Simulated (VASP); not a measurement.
Crystal: HfO2.

```xyz
6
Lattice="4.8135 0.0000 0.0000 0.0000 4.8135 0.0000 0.0000 0.0000 3.2054" Properties=species:S:1:pos:R:3 pbc="T T T"
Hf    2.4068    2.4068    1.6027
Hf    0.0000    0.0000    0.0000
O     3.8751    0.9384    1.6027
O     3.3452    3.3452    0.0000
O     1.4683    1.4683    0.0000
O     0.9384    3.8751    1.6027
```

Measurements of this composition are mostly on another form, of space group No. 14.

| Property | Result |
| --- | --- |
| Program | VASP 6.6.1 |
| Task | relaxation of cell and atoms |
| Functional | BLYP |
| Potentials or basis | VASP PAW PBE potentials, release 64 (Hf_pv, O) |
| Cutoff | 600 eV |
| k mesh | 6 × 6 × 8 |
| Occupations | fermi-dirac, width 0.05 eV |
| Spin | no spin polarisation |

At the start: pressure 11.6 GPa; volume 12.38 Å³/atom.

Question: How do energy, volume and symmetry change on relaxing?

Answer: Over 6 steps the energy falls by 22.0 meV/atom and the volume is 13.02 Å³/atom (+5.2 %); space group P4_2/mnm (No. 136, to 0.05 Å).

The path:
| step | energy change (eV) | largest force (eV/Å) | pressure (GPa) | volume (Å³) |
| --- | --- | --- | --- | --- |
| 1 | 0.0000 | 0.1033 | 11.57 | 74.27 |
| 2 | 0.1710 | 0.3400 | -13.89 | 84.30 |
| 3 | -0.1289 | 0.1079 | -0.15 | 78.06 |
| 4 | -0.1290 | 0.1039 | 0.08 | 77.97 |
| 5 | -0.1323 | 0.0109 | 0.01 | 78.15 |
| 6 | -0.1323 | 0.0088 | 0.00 | 78.14 |

Final structure:
```xyz
6
Lattice="4.9034 0.0000 0.0000 0.0000 4.9034 0.0000 0.0000 0.0000 3.2501" Properties=species:S:1:pos:R:3 pbc="T T T"
Hf    2.4517    2.4517    1.6251
Hf    0.0000    0.0000    0.0000
O     3.9490    0.9544    1.6251
O     3.4061    3.4061    0.0000
O     1.4973    1.4973    0.0000
O     0.9544    3.9490    1.6251
```

Caveat: the PAW data sets were made with another functional, which shifts forces and pressure a little.
